**Q:** I have a sapphire crystal on my bench and your list of its vibrations in my hand. Why do so many frequencies come in equal pairs, and why never in threes?

Harmonic phonon frequencies of Al₂O₃ (corundum, R-3c, 10-atom primitive cell) from GPAW 26.7.0, using DFT with the AM05 functional, PAW data sets, a 680 eV plane-wave cutoff and a 4×4×4 k mesh. The cell was relaxed first, with an 800 eV cutoff. Phonon q row 1 is the zone centre, q = (0, 0, 0).

| row | phonon q row (row) | phonon frequency (cm⁻¹) |
| --- | --- | --- |
| 1 | 1 | 0.0 |
| 2 | 1 | 0.0 |
| 3 | 1 | 0.0 |
| 4 | 1 | 297.8 |
| 5 | 1 | 364.2 |
| 6 | 1 | 364.2 |
| 7 | 1 | 377.5 |
| 8 | 1 | 377.5 |
| 9 | 1 | 383.7 |
| 10 | 1 | 403.5 |
| 11 | 1 | 419.2 |
| 12 | 1 | 419.2 |
| 13 | 1 | 424.3 |
| 14 | 1 | 424.3 |
| 15 | 1 | 434.0 |
| 16 | 1 | 434.0 |
| 17 | 1 | 512.0 |
| 18 | 1 | 557.0 |
| 19 | 1 | 557.0 |
| 20 | 1 | 560.9 |
| 21 | 1 | 560.9 |
| 22 | 1 | 567.4 |
| 23 | 1 | 590.7 |
| 24 | 1 | 612.3 |
| 25 | 1 | 612.3 |
| 26 | 1 | 624.3 |
| 27 | 1 | 672.2 |
| 28 | 1 | 729.7 |
| 29 | 1 | 729.7 |
| 30 | 1 | 730.7 |

**A:** Corundum has one threefold axis. If a third of a turn carries a vibration into itself, it stands alone; if the turn makes a different pattern of the same energy, the two form a pair. A second turn adds nothing new, because the three patterns then sum to zero and the third is a mixture of the first two. A cubic oxide such as MgO has several threefold axes. A turn about one of them can mix the single and the pair of another, and that gives triples in a list like this one, which leaves out the long-range electric field; in the real polar crystal that field splits the triple again.

You can count them by hand. Each of the four Al atoms sits on the axis and moves along it (one single) or across it (one pair). The six O atoms form two triangles, and each triangle adds three singles and three pairs. That makes ten of each. Moving the whole crystal costs no energy and uses up one single and one pair, the three zeros at the top, so nine singles and nine pairs are left, as in the table. The symmetry was built into the cell, so this agreement checks the bookkeeping, not the forces.

**Q:** The lowest real vibration is a single near 300 cm$^{-1}$. I have never seen a line there, in Raman or in infrared. Is it an error?

**A:** More probably it is a vibration that light can't excite in first order. A Raman line needs a change of polarisability, an infrared line a change of dipole moment. In corundum five of the nine singles have a symmetry that forbids both. I infer the label from the absence of your line, since a frequency alone does not reveal the pattern of motion. Neutrons could see this vibration, and so does the heat capacity.

**Q:** At the top, a pair at 729.7 is followed by a single at 730.7 cm$^{-1}$. Can I trust that order?

**A:** No, because a slight change of volume could reverse it. Frequencies respond to volume roughly as $\Delta\omega/\omega=-\gamma\,\Delta V/V$, where the Grüneisen parameter $\gamma$ is typically 1 to 1.5 here. The cell was relaxed before the vibrations were computed and is 1.9% larger than the starting cell, which had 8.50 Å$^3$ per atom. Going back to the smaller cell would raise the pair by some 14 to 21 cm$^{-1}$. If $\gamma$ of the single differed by only 0.1, their spacing would change by more than 1 cm$^{-1}$.

The highest Raman line is measured at roughly 750 cm$^{-1}$, a recalled figure. If it belongs to the top pair, the calculation is about 3% low. The starting cell is close to the measured volume, again from memory, so the larger cell is likely part of the reason, though only a run at the smaller volume would test it. The k mesh is also coarse, and there is no run with a finer one to show how far the frequencies would move. Read the table to a few per cent, then, and leave the decimals alone.

**Q:** Suppose I replace Al by Ga, which is about 2.6 times as heavy. Do the frequencies fall by the square root of that?

**A:** Much less on average, because oxygen does much of the moving. Keep the force constants and change only the mass. The product of all squared frequencies then changes by one factor $m_{\rm Al}/m_{\rm Ga}$ for each of the twelve directions in which the four metal atoms can move. The three rigid translations must be taken out, which brings in the total mass $M$ of the cell:

$$\prod_{i=1}^{27}\frac{\omega_i'^2}{\omega_i^2}=\left(\frac{m_{\rm Al}}{m_{\rm Ga}}\right)^{12}\left(\frac{M'}{M}\right)^3 .$$

For a diatomic molecule the same reasoning gives the familiar reduced mass.

With rounded masses of 27, 70 and 16, $M=4\times27+6\times16=204$ and $M'=4\times70+6\times16=376$. The right-hand side is then about $7\times10^{-5}$. Its 54th root, for 27 squared frequencies, is 0.84. The geometric mean thus falls by 16%, where the square root of the mass ratio alone would have given 38%. This is the mass effect only; the corundum form of Ga$_2$O$_3$ also has longer and generally softer bonds, and its common form has a different structure altogether.

**Q:** My infrared work shows longitudinal vibrations up to about 900 cm$^{-1}$. Your list stops far below that.

**A:** The list holds transverse values for the polar vibrations. When Al and O move against each other in a long longitudinal wave, charge piles up on the wave fronts, and its electric field adds a restoring force. The calculation leaves this field out. In silicon that would do no harm, because its atoms carry no such charge.

The size follows from the Lyddane–Sachs–Teller relation: the product of $\omega_{\rm LO}^2/\omega_{\rm TO}^2$ over the polar vibrations of one polarisation equals $\varepsilon_0/\varepsilon_\infty$, the static permittivity over the electronic one. Along the axis these are roughly 12 and 3, and two vibrations share the effect. Each rises by a factor of 1.4 on average, far more than the few per cent we discussed before. Across the axis the static permittivity is smaller and four polar pairs share the effect, so the average factor is only about 1.15. The sharing is expected to be uneven, with one vibration of each polarisation taking much more than its average; that is how transverse values near 600 cm$^{-1}$ can lead to longitudinal ones near 900. Vibrations that shift no dipole, such as the Raman lines, are not moved by the field. The same motion of charged atoms supplies most of the static permittivity. To compute that permittivity you need more than these frequencies: also the pattern of each motion, the charge it shifts, and the electronic part.

**Q:** For thermal work I would rather carry one number than twenty-seven. May I use the mean?

**A:** For the heat capacity at room temperature, yes; in the cold, no. A vibration of frequency $\omega$ contributes

$$C=k_{\rm B}\,\frac{x^2e^x}{(e^x-1)^2},\qquad x=\frac{\hbar\omega}{k_{\rm B}T}.$$

I compared the sum over all 27 optical vibrations with 27 copies of their mean, 509 cm$^{-1}$; the printed output after this exchange has the results. At 300 K both give 70 J/(mol K), per mole of Al$_2$O$_3$. Over this range of frequencies $C$ is then almost a straight line, and for a straight line the mean is all that matters.

At 100 K the full list gives 7.2 J/(mol K) and the single mean only 4.0. Now $C$ falls almost exponentially with frequency, so the soft vibrations gain far more weight than the stiff ones lose. The vibration near 300 cm$^{-1}$ that your spectrometers never showed you supplies 15% of the optical sum, although it is one of twenty-seven. None of these numbers is the whole heat capacity of sapphire, because the sound waves are left out: they add to it at both temperatures and make up a large part in the cold. All of them also assume that each optical frequency stays the same at all wavelengths.

**Q:** No frequency is imaginary. Does that prove the crystal stable?

**A:** It proves it only against small shifts of the atoms that repeat identically in every primitive cell, while the cell itself keeps its shape. A distortion that alternates from one cell to the next belongs to another wave vector, and this calculation covers the zone centre alone. Many perovskites show why that matters: their oxygen octahedra tilt in opposite senses in neighbouring cells, and a zone-centre list of the cubic crystal would not reveal it. Sapphire's stability is well known from experiment; to show it by calculation, you would have to follow the vibrations through the whole zone.

Printed output of the fit:

```
Pairs of equal optical frequencies: 9
Single optical levels: 9
Lowest optical level to the next one, cm^-1: 66.4
Smallest spacing of different levels, cm^-1: 1
Relaxed cell larger than starting cell by, percent: 1.884
Rise of top pair at starting cell with Grueneisen parameter 1.0, cm^-1: 13.75
Rise of top pair at starting cell with Grueneisen parameter 1.5, cm^-1: 20.62
Top pair below rough measured 750 cm^-1 by, percent: 2.707
Geometric mean of optical frequencies, cm^-1: 493.8
Same with Al as heavy as Ga and force constants kept, cm^-1: 413.4
Fall of geometric mean by this mass change, percent: 16.28
Lowest possible factor on any ordered frequency by this mass change: 0.6211
Fall of geometric mean for Al heavier by 1 percent, percent: 0.1928
Fall of geometric mean for O heavier by 1 percent, percent: 0.3072
Mean LO/TO factor per polar mode along the axis (two modes): 1.403
Mean LO/TO factor per polar mode in the plane (four modes): 1.149
Mean optical frequency, cm^-1: 508.9
Heat capacity of all optical modes at 300 K, J/(mol K) of Al2O3: 70.05
Same at 300 K with one mean frequency, J/(mol K): 69.88
Heat capacity of all optical modes at 100 K, J/(mol K) of Al2O3: 7.21
Same at 100 K with one mean frequency, J/(mol K): 3.982
Optical modes at 300 K plus three classical acoustic modes, J/(mol K): 82.52
Share of lowest optical mode in optical heat capacity at 100 K, percent: 15
```
